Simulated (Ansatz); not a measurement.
# Cu: the cost of one run

Method: DFT PBE, scalar-relativistic, plane waves, PAW, in Ansatz 0.2.0.

2 further runs of the same task are left out: 2 set aside as unsound or not needed.

### Step 1. The system as given

The structure is cubic, space group Fm-3m (No. 225). Conventional cell: a = 3.630 Å, b = 3.630 Å, c = 3.630 Å, α = 90.00°, β = 90.00°, γ = 90.00°. Cu (site symmetry m-3m) is surrounded by 12 Cu at 2.57 Å.

Structure file:

```
CELL_PARAMETERS angstrom
0.00000 1.81487 1.81487
1.81487 0.00000 1.81487
1.81487 1.81487 0.00000
ATOMIC_POSITIONS crystal
Cu 0.00000 0.00000 0.00000
```

This cell was relaxed beforehand with the same method: volume 11.96 Å³/atom, gap on the mesh none (metal).

### Step 2. The [110] wire, 16 host atoms a period

The wire is cut from the relaxed crystal, periodic along c with vacuum across. Atoms and period relax; energies count from the bulk, -6625.1752 eV an atom.

The cell holds 16 Cu: a = 18.000 Å, b = 16.600 Å, c = 2.567 Å, α = 90.00°, β = 90.00°, γ = 90.00°.

### Step 3. The relaxation run

Pressure and volume refer to the whole cell with its vacuum; only the period along c may change.

The input, input.yaml:

```yaml
crystal:
  lattice:
    - [18.0, 0.0, 0.0]
    - [0.0, 16.6, 0.0]
    - [0.0, 0.0, 2.5666196361]
  atoms:
    - { symbol: Cu, position: [0.2504675354, 0.609329768, 1.0] }
    - { symbol: Cu, position: [0.5356474949, 0.609329768, 0.0] }
    - { symbol: Cu, position: [0.5356474949, 0.390670232, 0.0] }
    - { symbol: Cu, position: [0.4643525051, 0.7186595361, 0.5] }
    - { symbol: Cu, position: [0.4643525051, 0.5, 0.5] }
    - { symbol: Cu, position: [0.4643525051, 0.2813404639, 0.5] }
    - { symbol: Cu, position: [0.7495324646, 0.5, 0.5] }
    - { symbol: Cu, position: [0.3217625253, 0.7186595361, 0.5] }
    - { symbol: Cu, position: [0.3217625253, 0.5, 0.5] }
    - { symbol: Cu, position: [0.6069424848, 0.7186595361, 0.5] }
    - { symbol: Cu, position: [0.6069424848, 0.5, 0.5] }
    - { symbol: Cu, position: [0.6069424848, 0.2813404639, 0.5] }
    - { symbol: Cu, position: [0.3930575152, 0.609329768, 1.0] }
    - { symbol: Cu, position: [0.3930575152, 0.390670232, 1.0] }
    - { symbol: Cu, position: [0.6782374747, 0.609329768, 0.0] }
    - { symbol: Cu, position: [0.6782374747, 0.390670232, 0.0] }
basis:
  ecutwfc: 420
kpoints:
  mp_grid: { grid: [1, 1, 21] }
hamiltonian:
  xc: pbe
scf:
  occupations: { method: gaussian, width: 0.05 }
output:
  forces: true
  stress: true
  eigenvalues: true
  populations: true
  write_density: true
  write_potential: true
  elf: true
  volumetric_format: npy
relax:
  adjacent_minimum: "off"
  f_tol: 0.02
  max_steps: 45
  cell: { fix: [a, b, alpha, beta, gamma], stress_tol: 0.03 }
```

Started as:

```sh
$ ansatz run input.yaml --threads 4 --pin off --max-ram 11264MiB --backend cpu --events-out ev --progress --plain --runs-dir out
```

**Question.** How long does this run take on 4 threads of Arm Neoverse V2, shared host, and how much memory does it need?

About 10 min, with a peak of 3.2 GiB.
